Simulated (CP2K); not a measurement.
# CdO (Monteponite) (Fm-3m) in CP2K: notebook

Aim: see how the results for CdO (Monteponite) move with the level of theory and the settings. Levels: PBEsol, PBE. Tasks: single point.

All numbers are computed with CP2K 2026.2; they aren't measurements. Logs are shortened: lines on timing, memory, paths and dates and some standing lists are left out, and cuts for length are marked.

## 1. The structure

It takes space group Fm-3m (No. 225, cubic). The conventional cell has a = 4.699 Å, b = 4.699 Å, c = 4.699 Å, α = 90.00°, β = 90.00°, γ = 90.00°. Cd (site symmetry m-3m) has 6 O at 2.35 Å as nearest neighbours. Around O (site symmetry m-3m) lie 6 Cd at 2.35 Å.

## 2. Single point, PBEsol

cdo_scf.inp reads:

```
&GLOBAL
  PROJECT cdo_scf
  RUN_TYPE ENERGY_FORCE
  PRINT_LEVEL LOW
&END GLOBAL
&FORCE_EVAL
  METHOD QS
  STRESS_TENSOR ANALYTICAL
  &DFT
    BASIS_SET_FILE_NAME BASIS_MOLOPT_UZH
    POTENTIAL_FILE_NAME POTENTIAL_UZH
    &MGRID
      CUTOFF 600
      REL_CUTOFF 60
      NGRIDS 5
    &END MGRID
    &QS
      METHOD GPW
      EPS_DEFAULT 1.0E-10
    &END QS
    &KPOINTS
      SCHEME MONKHORST-PACK 10 10 10
      GAMMA_CENTERED T
      SYMMETRY T
      SYMMETRY_BACKEND SPGLIB
    &END KPOINTS
    &SCF
      SCF_GUESS ATOMIC
      EPS_SCF 1.0E-6
      MAX_SCF 100
      ADDED_MOS 10
      CHOLESKY OFF
      EPS_EIGVAL 1.0E-7
      &DIAGONALIZATION ON
        ALGORITHM STANDARD
      &END DIAGONALIZATION
      &MIXING ON
        METHOD BROYDEN_MIXING
        ALPHA 0.4
        BETA 1.5
        NBUFFER 8
      &END MIXING
      &SMEAR ON
        METHOD GAUSSIAN
        SIGMA [eV] 0.1
      &END SMEAR
    &END SCF
    &XC
      &XC_FUNCTIONAL
        &GGA_X_PBE_SOL
        &END GGA_X_PBE_SOL
        &GGA_C_PBE_SOL
        &END GGA_C_PBE_SOL
      &END XC_FUNCTIONAL
    &END XC
    &PRINT
      &KPOINTS ON
      &END KPOINTS
      &MULLIKEN ON
      &END MULLIKEN
      &MO ON
        ENERGIES T
        OCCUPATION_NUMBERS T
        &EACH
          QS_SCF 0
        &END EACH
        ADD_LAST NUMERIC
      &END MO
    &END PRINT
  &END DFT
  &SUBSYS
    &CELL
      ABC 3.3226947648 3.3226947648 3.3226947648
      ALPHA_BETA_GAMMA 60.0000000003 59.9999999997 59.9999999997
      PERIODIC XYZ
    &END CELL
    &COORD
      SCALED
      Cd  0.0000000000 0.0000000000 0.0000000000
      O   0.5000000000 0.5000000000 0.5000000000
    &END COORD
    &KIND Cd
      BASIS_SET TZVP-MOLOPT-PBE-GTH-q12
      POTENTIAL GTH-PBE-q12
    &END KIND
    &KIND O
      BASIS_SET TZVP-MOLOPT-PBE-GTH-q6
      POTENTIAL GTH-PBE-q6
    &END KIND
    &PRINT
      &ATOMIC_COORDINATES ON
      &END ATOMIC_COORDINATES
      &CELL ON
      &END CELL
    &END PRINT
  &END SUBSYS
  &PRINT
    &FORCES ON
    &END FORCES
    &STRESS_TENSOR ON
    &END STRESS_TENSOR
  &END PRINT
&END FORCE_EVAL
```

Potentials or basis: POTENTIAL_UZH Cd GTH-PBE-q12, O GTH-PBE-q6; TZVP-MOLOPT-PBE-GTH basis.

Started as:

```bash
$ OMP_NUM_THREADS=1 cp2k.psmp -i cdo_scf.inp -o cdo_scf.out
```

cdo_scf.out:

```text

 CP2K| version string:                                       CP2K version 2026.2
 CP2K| Input file name                                               cdo_scf.inp

 GLOBAL| Force Environment number                                              1
 GLOBAL| Basis set file name                                    BASIS_MOLOPT_UZH
 GLOBAL| Potential file name                                       POTENTIAL_UZH
 GLOBAL| MM Potential file name                                     MM_POTENTIAL
 GLOBAL| Coordinate file name                                      __STD_INPUT__
 GLOBAL| Method name                                                        CP2K
 GLOBAL| Project name                                                    cdo_scf
 GLOBAL| Run type                                                   ENERGY_FORCE
 GLOBAL| FFT library                                                       FFTW3
[... 8 lines left out ...]
 GLOBAL| CPU model name                                                  UNKNOWN

 CELL| Volume [angstrom^3]:                                            25.939186
 CELL| Vector a [angstrom]:       3.323     0.000     0.000   |a| =     3.322695
 CELL| Vector b [angstrom]:       1.661     2.878     0.000   |b| =     3.322695
 CELL| Vector c [angstrom]:       1.661     0.959     2.713   |c| =     3.322695
 CELL| Angle (b,c), alpha [degree]:                                    60.000000
 CELL| Angle (a,c), beta  [degree]:                                    60.000000
 CELL| Angle (a,b), gamma [degree]:                                    60.000000
 CELL| Numerically orthorhombic:                                              NO
 CELL| Periodicity                                                           XYZ

 CELL_REF| Volume [angstrom^3]:                                        25.939186
 CELL_REF| Vector a [angstrom     3.323     0.000     0.000   |a| =     3.322695
 CELL_REF| Vector b [angstrom     1.661     2.878     0.000   |b| =     3.322695
 CELL_REF| Vector c [angstrom     1.661     0.959     2.713   |c| =     3.322695
 CELL_REF| Angle (b,c), alpha [degree]:                                60.000000
 CELL_REF| Angle (a,c), beta  [degree]:                                60.000000
 CELL_REF| Angle (a,b), gamma [degree]:                                60.000000
 CELL_REF| Numerically orthorhombic:                                          NO
 CELL_REF| Periodicity                                                       XYZ
[... 12 lines left out ...]
                             - Atoms:                                          2
                             - Shell sets:                                     2
                             - Shells:                                        17
                             - Primitive Cartesian functions:                 10
                             - Cartesian basis functions:                     58
                             - Spherical basis functions:                     51

  Maximum angular momentum of- Orbital basis functions:                        3
                             - Local part of the GTH pseudopotential:          2
                             - Non-local part of the GTH pseudopotential:      4

 MODULE QUICKSTEP: ATOMIC COORDINATES IN ANGSTROM

   Atom Kind Element         X             Y             Z       Z(eff)     Mass
      1    1 Cd   48      0.000000      0.000000      0.000000  12.0000 112.4110
      2    2 O     8      3.322695      1.918359      1.356484   6.0000  15.9994
[... 96 lines left out ...]
     4 Broy./Diag. 0.40E+00    4.0     0.02986266       -62.0151282167 -2.00E-01
     5 Broy./Diag. 0.40E+00    3.8     0.00506556       -61.9341107987  8.10E-02
     6 Broy./Diag. 0.40E+00    3.9     0.00513690       -61.9819381111 -4.78E-02
     7 Broy./Diag. 0.40E+00    3.9     0.00026206       -61.9751292572  6.81E-03
     8 Broy./Diag. 0.40E+00    3.9     0.00027830       -61.9756133927 -4.84E-04
     9 Broy./Diag. 0.40E+00    3.9     0.00004842       -61.9748316001  7.82E-04
    10 Broy./Diag. 0.40E+00    3.9     0.00002307       -61.9750887958 -2.57E-04
    11 Broy./Diag. 0.40E+00    3.9     0.00000893       -61.9751489407 -6.01E-05
    12 Broy./Diag. 0.40E+00    3.9     0.00000075       -61.9751559387 -7.00E-06

  *** SCF run converged in    12 steps ***

  Electronic density on regular grids:        -17.9999999975        0.0000000025
  Core density on regular grids:               17.9999999984       -0.0000000016
  Total charge density on r-space grids:        0.0000000009
  Total charge density g-space grids:           0.0000000009

  Overlap energy of the core charge distribution:               0.00000000001588
  Self energy of the core charge distribution:               -115.39919299589080
  Core Hamiltonian energy:                                     35.90230427545059
  Hartree energy:                                              27.54283676244886
  Exchange-correlation energy:                                -10.02109223207206
  Smearing free energy correction:                             -0.00001174868481
  Fermi energy:                                                 0.23579811639536

  Total energy:                                               -61.97515593873275
  Total energy (extrapolated to sigma->0):                    -61.97515006439035

 MO| EIGENVALUES AND OCCUPATION NUMBERS FOR K POINT 1
 MO|
 MO|  Index      Eigenvalue [a.u.]        Eigenvalue [eV]             Occupation
 MO|      1              -0.381848             -10.390615               2.000000
 MO|      2              -0.045516              -1.238547               2.000000
 MO|      3              -0.033645              -0.915523               2.000000
 MO|      4              -0.033645              -0.915523               2.000000
 MO|      5               0.006053               0.164724               2.000000
 MO|      6               0.006054               0.164725               2.000000
[... 343 lines left out ...]
 MO|     18               1.350748              36.755714               0.000000
 MO|     19               1.411138              38.399028               0.000000
 MO| Sum:                                                              18.000000
 MO| E(Fermi):            0.235798 a.u.          6.416393 eV
 MO| Band gap:            0.234356 a.u.          6.377154 eV

 [... the levels of further k-points ...]

 !-----------------------------------------------------------------------------!
                     Mulliken Population Analysis

 #  Atom  Element  Kind  Atomic population                           Net charge
       1     Cd       1         10.707466                              1.292534
       2     O        2          7.292534                             -1.292534
 # Total charge                             18.000000                 -0.000000

 !-----------------------------------------------------------------------------!

 ENERGY| Total FORCE_EVAL ( QS ) energy [hartree]            -61.975159516913891

 FORCES| Atomic forces [hartree/bohr]
 FORCES|   Atom     x               y               z               |f|
 FORCES|      1  4.87487367E-15  5.29985516E-16  9.03431009E-15   1.02793014E-14
 FORCES|      2  2.93082844E-14  2.00245015E-14 -2.10442425E-14   4.12651952E-14
 FORCES| Sum     3.41831581E-14  2.05544870E-14 -1.20099324E-14
 FORCES| Total atomic force                                       4.16558964E-14

 STRESS| Analytical stress tensor [bar]
 STRESS|                        x                   y                   z
 STRESS|      x        1.60422578428E+04   2.13726053979E+00   1.44686979545E+00
 STRESS|      y        2.13726053979E+00   1.60406562549E+04  -2.03085860252E-01
 STRESS|      z        1.44686979545E+00  -2.03085860252E-01   1.60373637567E+04
 STRESS| 1/3 Trace                                             1.60400926182E+04
 STRESS| Determinant                                           4.12686814389E+12

 STRESS| Eigenvectors and eigenvalues of the analytical stress tensor [bar]
 STRESS|                        1                   2                   3
 STRESS| Eigenvalues   1.60367866272E+04   1.60395703755E+04   1.60439208518E+04
 STRESS|      x          -0.332227160243     -0.448618277132      0.829678706139
 STRESS|      y           0.231481736924      0.813959036053      0.532810372552
 STRESS|      z           0.914352951254     -0.369069545006      0.166572361096
```

It took 57 s on 1 thread of Arm Neoverse V1, shared host; peak memory 0.32 GiB.

Results:

| Quantity | Value |
| --- | --- |
| Free energy | -1686.4299 eV |
| Pressure | 1.6 GPa |
| Band gap on the k mesh | none (metal or under the smearing width) |
| Mulliken charges | Cd +1.29; O -1.29 e |

Caveat: Mulliken charges move with the basis; the potentials were made for another functional, which shifts forces and pressure; the basis of atomic orbitals isn't converged, which shifts pressures, moduli and gaps.

## 3. Single point, PBE

cdo_scf.inp: that of step 2 with these lines changed.

```diff
@@ -48,7 +48,3 @@
     &XC
-      &XC_FUNCTIONAL
-        &GGA_X_PBE_SOL
-        &END GGA_X_PBE_SOL
-        &GGA_C_PBE_SOL
-        &END GGA_C_PBE_SOL
+      &XC_FUNCTIONAL PBE
       &END XC_FUNCTIONAL
```

Potentials or basis: POTENTIAL_UZH Cd GTH-PBE-q12, O GTH-PBE-q6; TZVP-MOLOPT-PBE-GTH basis.

Started as:

```bash
$ OMP_NUM_THREADS=1 cp2k.psmp -i cdo_scf.inp -o cdo_scf.out
```

Wall time 66 s (1 thread of Arm Neoverse V1, shared host); peak memory 0.32 GiB.

Results (log left out):

```
Free energy            : -1689.9911 eV
Pressure               : 7.7 GPa
Band gap on the k mesh : none (metal or under the smearing width)
Mulliken charges       : Cd +1.31; O -1.31 e
```

Levels at points of the mesh, in eV from the Fermi level:
| k point | band 5 | band 6 | band 7 | band 8 | band 9 | band 10 | band 11 | band 12 | band 13 | band 14 |
| --- | --- | --- | --- | --- | --- | --- | --- | --- | --- | --- |
| (0.00, 0.00, 0.00) | -6.57 | -6.57 | -1.46 | -1.46 | -1.46 | -0.55 | 17.34 | 17.34 | 17.35 | 18.33 |
| (0.00, 0.00, 0.50) | -6.30 | -6.30 | -3.94 | -0.11 | -0.11 | 4.39 | 7.20 | 12.59 | 12.59 | 18.17 |
| (0.00, 0.50, 0.50) | -6.16 | -5.87 | -4.48 | -2.44 | -2.44 | 3.78 | 8.49 | 11.31 | 13.40 | 13.40 |

Caveat: Mulliken charges move with the basis; the basis of atomic orbitals isn't converged, which shifts pressures, moduli and gaps.

## 4. Single point, PBEsol

cdo_scf.inp: that of step 3 with these lines changed.

```diff
@@ -44,3 +44,3 @@
         METHOD GAUSSIAN
-        SIGMA [eV] 0.1
+        SIGMA [eV] 0.05
       &END SMEAR
@@ -48,3 +48,7 @@
     &XC
-      &XC_FUNCTIONAL PBE
+      &XC_FUNCTIONAL
+        &GGA_X_PBE_SOL
+        &END GGA_X_PBE_SOL
+        &GGA_C_PBE_SOL
+        &END GGA_C_PBE_SOL
       &END XC_FUNCTIONAL
@@ -64,2 +68,11 @@
       &END MO
+      &E_DENSITY_CUBE ON
+        STRIDE 2
+      &END E_DENSITY_CUBE
+      &V_HARTREE_CUBE ON
+        STRIDE 2
+      &END V_HARTREE_CUBE
+      &ELF_CUBE ON
+        STRIDE 2
+      &END ELF_CUBE
     &END PRINT
@@ -68,4 +81,5 @@
     &CELL
-      ABC 3.3226947648 3.3226947648 3.3226947648
-      ALPHA_BETA_GAMMA 60.0000000003 59.9999999997 59.9999999997
+      A 3.3226947648 0.0000000000 0.0000000000
+      B 1.6613473824 2.8775380753 0.0000000000
+      C 1.6613473824 0.9591793584 2.7129689149
       PERIODIC XYZ
```

Started as:

```bash
$ OMP_NUM_THREADS=1 cp2k.psmp -i cdo_scf.inp -o cdo_scf.out
```

Run time: 64 s. Hardware: 1 thread of Arm Neoverse V1, shared host; peak memory 0.32 GiB.

It converged, with:

- Free energy: -1686.4297 eV
- Pressure: 1.6 GPa
- Band gap on the k mesh: none (metal or under the smearing width)
- Mulliken charges: Cd +1.29; O -1.29 e

Levels at points of the mesh, in eV from the Fermi level:
| k point | band 7 | band 8 | band 9 | band 10 | band 11 | band 12 |
| --- | --- | --- | --- | --- | --- | --- |
| (0.00, 0.00, 0.00) | -1.46 | -1.46 | -1.46 | -0.64 | 17.23 | 17.23 |
| (0.00, 0.00, 0.50) | -3.90 | -0.05 | -0.05 | 4.26 | 7.18 | 12.46 |
| (0.00, 0.50, 0.50) | -4.54 | -2.46 | -2.46 | 3.69 | 8.42 | 11.19 |

Caveat: Mulliken charges move with the basis; the potentials were made for another functional, which shifts forces and pressure; the basis of atomic orbitals isn't converged, which shifts pressures, moduli and gaps.

## 5. Overview

```csv
level,smearing,gap on the mesh (eV),pressure (GPa)
PBEsol,gaussian 0.1 eV,none,1.6
PBE,gaussian 0.1 eV,none,7.7
PBEsol,gaussian 0.05 eV,none,1.6
```

Alike in all rows: task single point; potentials or basis POTENTIAL_UZH Cd GTH-PBE-q12, O GTH-PBE-q6; TZVP-MOLOPT-PBE-GTH basis; no spin polarisation; cell as given; k mesh 10 × 10 × 10.

Caveats: the basis of atomic orbitals isn't converged, which shifts pressures, moduli and gaps; the potentials were made for another functional, which shifts forces and pressure (some runs).

Total energies depend on the potentials used, so only differences within one code and one set of settings carry meaning.
